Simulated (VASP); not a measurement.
The system is TaSi2.

```xyz
9
Lattice="4.7800 0.0000 0.0000 -2.3900 4.1396 0.0000 0.0000 0.0000 6.5640" Properties=species:S:1:pos:R:3 pbc="T T T"
Ta   -1.1950    2.0698    1.0940
Ta    1.1950    2.0698    5.4700
Ta    2.3900    0.0000    3.2820
Si    1.1949    0.6899    1.0940
Si   -1.1951    3.4497    5.4700
Si    2.3900    2.7599    3.2820
Si    1.1951    3.4497    1.0940
Si    3.5851    0.6899    5.4700
Si    0.0000    1.3797    3.2820
```

```yaml
Program: VASP 6.6.1
Task: relaxation of cell and atoms
Functional: PBE
Potentials_or_basis: VASP PAW PBE potentials, release 64 (Ta_pv, Si)
Cutoff: 600 eV
k_mesh: 5 × 5 × 3
Occupations: fermi-dirac, width 0.05 eV
Spin: no spin polarisation
```

At the start: pressure 3.7 GPa; volume 14.43 Å³/atom.

How do energy, volume and symmetry change on relaxing?

Over 10 steps the energy falls by 20.4 meV/atom and the volume is 14.68 Å³/atom (+1.7 %); space group P6_222 (No. 180, to 0.05 Å).

The path:
```
step  energy change (eV)  largest force (eV/Å)  pressure (GPa)  volume (Å³)
   1              0.0000                0.7969            3.73       129.88
   2             -0.0703                0.2630           -5.62       136.31
   3             -0.1055                0.4514           -2.43       133.90
   4             -0.1779                0.0762           -0.30       132.22
   5             -0.1801                0.0092            0.18       131.88
   6             -0.1836                0.0013            0.10       132.08
   7             -0.1837                0.0002            0.11       132.05
   8             -0.1837                0.0002            0.11       132.05
   9             -0.1837                0.0008           -0.16       132.24
  10             -0.1837                0.0005            0.02       132.13
```

Final structure:
```yaml
crystal:
  lattice:
    - [4.81557, 0.00000, 0.00000]
    - [-2.40778, 4.17040, 0.00000]
    - [0.00000, 0.00000, 6.57911]
  atoms:
    - { symbol: Ta, position: [0.00000, 0.50000, 0.16667] }
    - { symbol: Ta, position: [0.50000, 0.50000, 0.83333] }
    - { symbol: Ta, position: [0.50000, 0.00000, 0.50000] }
    - { symbol: Si, position: [0.31726, 0.15863, 0.16667] }
    - { symbol: Si, position: [0.15863, 0.84137, 0.83333] }
    - { symbol: Si, position: [0.84137, 0.68274, 0.50000] }
    - { symbol: Si, position: [0.68274, 0.84137, 0.16667] }
    - { symbol: Si, position: [0.84137, 0.15863, 0.83333] }
    - { symbol: Si, position: [0.15863, 0.31726, 0.50000] }
```
